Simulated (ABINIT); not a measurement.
**NiO in ABINIT: the effect of starting spin order**

NiO:

```
Ni O
1.0
     0.00000    2.08590    2.08590
     2.08590    0.00000    2.08590
     2.08590    2.08590    0.00000
Ni O
1 1
Direct
  0.00000 0.00000 0.00000
  0.50000 0.50000 0.50000
```

Alike in all runs:

| Item | Value |
| --- | --- |
| Program | ABINIT 10.8.3 (patched build) |
| Task | single point |
| Functional | PBE |
| Potentials or basis | JTH PAW PBE v2.0 |
| Cutoff | 1116 eV |
| Occupations | fermi-dirac, width 0.05 eV |

```tsv
starting spin order	k mesh	final net moment (μB)	final largest site moment (μB)
non-magnetic	6 × 6 × 6	0.00	0.00
ferromagnetic start	6 × 6 × 6	0.00	0.00
ferromagnetic start, larger moments	6 × 6 × 6	?	?
antiferromagnetic start	6 × 6 × 3	0.00	1.36
ferrimagnetic start	6 × 6 × 3	0.00	0.00
random start	6 × 6 × 6	0.00	0.00
```

Question: What does the run with starting spin order ferromagnetic start, larger moments give?

Answer: Final net moment 0.66 μB; final largest site moment 0.58 μB.

Caveats: all runs use coarse meshes; small starting moments can end in a higher magnetic state in this program (some runs); a cell with one magnetic atom can't hold antiferromagnetic order, which such compounds often take (some runs).
